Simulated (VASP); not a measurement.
C2H6, in a box:

```
C H
1.0
    13.08403    0.00000    0.00000
     0.00000   13.58403    0.00000
     0.00000    0.00000   14.08403
C H
2 6
Direct
  0.55701 0.51278 0.50592
  0.44263 0.49453 0.49405
  0.57392 0.55104 0.57296
  0.60046 0.44343 0.50625
  0.58769 0.55840 0.44799
  0.41216 0.44889 0.55207
  0.42595 0.45626 0.42694
  0.39938 0.56400 0.49374
```

Base run:

| Quantity | Value |
| --- | --- |
| Program | VASP 6.6.1 |
| Functional | optB86b-vdW |
| Potentials or basis | VASP PAW PBE potentials, release 64 (C, H) |
| Cutoff | 400 eV |
| k mesh | 1 × 1 × 1 |
| Occupations | gaussian, width 0.01 eV |
| Spin | no spin polarisation |

Its results: gap between the frontier levels 7.34 eV; largest force 0.058 eV/Å.

Problem. The run is repeated on the same cell with these changes: functional from optB86b-vdW to PBE. What comes out?

Solution. Gap between the frontier levels 7.57 eV; largest force 0.057 eV/Å.

Caveats: the PAW data sets were made with another functional, which shifts forces and pressure a little (some runs).

A k mesh can miss the band edges.

Not every run made on this cell is shown here.
